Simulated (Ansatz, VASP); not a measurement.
# Two plane-wave programs on Rh

```
Rh
1.0
     0.00000    1.88999    1.88999
     1.88999    0.00000    1.88999
     1.88999    1.88999    0.00000
Rh
1
Direct
  0.00000 0.00000 0.00000
```

Alike in both runs: functional PBEsol; k mesh 18 × 18 × 18; occupations gaussian, width 0.1 eV; no spin polarisation.

Ansatz relaxed the structure, and its values are those at the end. VASP's run is a single point on that final structure, the one shown.

```csv
,VASP,Ansatz
version,VASP 6.6.1,Ansatz 0.2.0
potentials or method,"VASP PAW PBE potentials, release 64 (Rh_pv)","scalar-relativistic, plane waves, PAW"
plane-wave cutoff (eV),520,420
valence electrons in the cell,15,17
```

|  | VASP | Ansatz | Ansatz less VASP |
| --- | --- | --- | --- |
| gap on the k mesh at the Fermi level (eV) | none | none | - |
| pressure (GPa) | -0.2 | 0.0 | +0.22 |

A gap of «none» marks a metal or a gap that the smearing closes. The two sets of potentials don't hold the same shells in valence.

Caveats: the PAW data sets were made with another functional, which shifts forces and pressure a little (VASP).
